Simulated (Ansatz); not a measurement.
**Cu: single point with PBE**

Cu:

```
Cu
1.0
    -0.00858    1.79575    1.80169
     1.82295   -0.02405    1.81716
     1.79533    1.78360    0.00357
Cu
1
Direct
  0.00146 0.97571 0.02932
```

The cell isn't the ideal one: cell strained at random at fixed volume.

```json
{
 "Program": "Ansatz 0.2.0",
 "Task": "single point",
 "Functional": "PBE",
 "Potentials or basis": "Ansatz PAW",
 "Cutoff": "420 eV (not typed: the program's choice for these potentials)",
 "k mesh": "13 × 13 × 13",
 "Occupations": "fermi-dirac, width 0.05 eV",
 "Spin": "no spin polarisation"
}
```

The pressure is 1.7 GPa and the band gap on the k mesh is none (metal or under the smearing width).

Stress tensor (GPa, compression positive):
```
 1.66  1.61 -0.80
 1.61  1.99  0.56
-0.80  0.56  1.56
```

Levels at points of the mesh, in eV from the Fermi level:
```
           k point  band 6  band 7  band 8  band 9  band 10  band 11  band 12  band 13
(0.00, 0.00, 0.00)   -3.23   -3.15   -3.11   -2.34    -2.31    22.35    24.40    25.11
```

Wall time 16 s on 1 thread of Arm Neoverse V1, on a shared host, peak memory 0.43 GiB.
